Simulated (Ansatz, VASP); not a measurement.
**One calculation of Pb, two programs**

```
Pb
1.0
     0.00000    3.38155    3.38155
     3.38155    0.00000    3.38155
     3.38155    3.38155    0.00000
Pb
2
Direct
  0.00000 0.00000 0.00000
  0.25000 0.25000 0.25000
```

Alike in both runs: task single point; functional PBEsol; k mesh 6 × 6 × 6; occupations gaussian, width 0.1 eV; no spin polarisation.

|  | VASP | Ansatz |
| --- | --- | --- |
| version | VASP 6.6.1 | Ansatz 0.2.0 |
| potentials or method | VASP PAW PBE potentials, release 64 (Pb_d) | scalar-relativistic, plane waves, PAW |
| plane-wave cutoff (eV) | 520 | 420 |
| valence electrons in the cell | 28 | 28 |

Ansatz gave:

- gap on the k mesh at the Fermi level (eV): none
- pressure (GPa): 2.4

Which values does VASP return?

gap on the k mesh at the Fermi level (eV): none; pressure (GPa): 2.3.

A gap of «none» marks a metal or a gap that the smearing closes.

Caveats: the PAW data sets were made with another functional, which shifts forces and pressure a little (VASP). The runs have no spin-orbit coupling, so splittings on Pb are missing.
